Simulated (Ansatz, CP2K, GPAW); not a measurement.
# One calculation of Zn, 3 ways

```
Zn
1.0
     2.71765    0.00000    0.00000
    -0.90588    2.56223    0.00000
    -0.90588   -1.28111    2.21895
Zn
1
Cartesian
  0.0000 0.0000 0.0000
```

This isn't the form of Zn at room conditions, which is hcp.

Alike in all runs: task single point; functional LDA; k mesh 12 × 12 × 12; occupations gaussian, width 0.02 eV; no spin polarisation; no spin-orbit coupling. LDA stands for any of its common fits. Pressure is positive in compression and, in plane waves, holds the error of the finite cutoff.

```
                                                    program and potentials  plane-wave cutoff (eV)         notes  band gap (eV)  pressure (GPa)
           CP2K, GTH_POTENTIALS Zn GTH-PADE-q12; TZVP-MOLOPT-PBE-GTH basis                       -  atomic basis         no gap           -7.84
                            Ansatz, all-electron LAPW, scalar-relativistic                       -             -         no gap           -8.30
GPAW, the program's PAW data sets (release 1.2.1) made for this functional                     600             -         no gap           -8.65
```

None finds a gap. The pressure spans -8.65 (GPAW, the program's PAW data sets (release 1.2.1) made for this functional) to -7.84 GPa (CP2K, GTH_POTENTIALS Zn GTH-PADE-q12; TZVP-MOLOPT-PBE-GTH basis), with all-electron results at -8.30. Rows in atomic bases carry the error of their basis and grid, which can be large.

Differences between rows come from potentials, basis sets and numerical settings, since the functional is the same but for its coding. Runs on potential files found faulty are left out.
